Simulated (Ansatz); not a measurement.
**NaF and its competing phases**

Method: DFT PBE, scalar-relativistic, plane waves, PAW (Ansatz 0.2.0). All cells share a 420 eV cutoff and Γ-centred k meshes spaced at most about 0.3 Å⁻¹ (2π included). No spin polarisation.

Energies over the elements count from the elements' standard structures at the same level (F₂ as a molecule), with no fitted energy shifts.

These are static total energies at zero pressure.

The competitors are the elements and 1 reference phase of this chemical system (from databases or known types: NaF), relaxed at the same level; other known phases may be missing.

The candidate was reached from: ordered vacancies on the anion sites of cadmium iodide, changed on relaxing.

```cif
data_structure
_symmetry_space_group_name_H-M 'P6_3/mmc'
_symmetry_Int_Tables_number 194
_cell_length_a 3.2549
_cell_length_b 3.2549
_cell_length_c 5.6957
_cell_angle_alpha 90.000
_cell_angle_beta 90.000
_cell_angle_gamma 120.000
_cell_volume 52.26
loop_
_atom_site_label
_atom_site_type_symbol
_atom_site_symmetry_multiplicity
_atom_site_Wyckoff_symbol
_atom_site_fract_x
_atom_site_fract_y
_atom_site_fract_z
_atom_site_occupancy
Na1 Na 2 a 0.00000 0.00000 0.00000 1
F1 F 2 c 0.33333 0.66667 0.25000 1
```

Question: Is it stable, and against what?

Answer: Not the lowest form: another structure of the same formula lies lower. Its formation energy is -2.667 eV/atom. The lowest competing phase at this composition is this:

| phase | space group | source | share of atoms | ΔE_f (eV/atom) |
| --- | --- | --- | --- | --- |
| NaF | Fm-3m (No. 225) | Materials Project | 1.0000 | -2.711 |

The candidate lies 44 meV/atom above this phase. The candidate matches no cell in the subsets of the Crystallography Open Database and the Materials Project at hand. That margin is within the range where metastable phases are often made. Checks: no imaginary mode on a 3×3×1 q mesh. It has the nickel arsenide type.
